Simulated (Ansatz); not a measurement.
Property card for Ga3Sb

Theory: DFT PBE, scalar-relativistic, plane waves, PAW in Ansatz 0.2.0.

Cutoff 420 eV; k points 14×14×14 on the computed 4-atom cell (Γ-centred); Gaussian smearing, width 0.10 eV; no spin polarisation.

The structure is relaxed at this level of theory with its symmetry kept. Whether it is the stable form of this composition wasn't checked.

```xyz
4
Lattice="-2.2857 2.2857 4.2203 2.2857 -2.2857 4.2203 2.2857 2.2857 -4.2203" Properties=species:S:1:pos:R:3 pbc="T T T"
Ga    0.0000    2.2857    2.1102
Ga    2.2857    0.0000    2.1102
Ga    0.0000    0.0000    4.2203
Sb    0.0000    0.0000    0.0000
```

| Item | Value |
| --- | --- |
| Space group | I4/mmm (No. 139) |
| Volume per atom | 148.8 bohr³ |
| Formation energy from the elements' standard states (uncorrected) | +0.070 eV/atom |
| Kohn–Sham band gap | none (metal) |
| Density of states at the Fermi level | 1.79 states/eV per cell |
| Löwdin character within 0.5 eV of the Fermi level | Ga 4p 52 %, Sb 5p 22 %, Ga 4s 19 % |
| Bulk modulus | 45 GPa |
| Its pressure derivative | 4.8 |
| Bader charges (e) | Ga (2 in the cell) 0.08, Ga (1 in the cell) 0.07, Sb (1 in the cell) -0.24 |

Spin-orbit coupling is left out, which matters for the bands of heavy elements.

Cost: 6 runs of about 7 core-minutes in all, on AMD EPYC 9R45 (Zen 5) (shared hosts).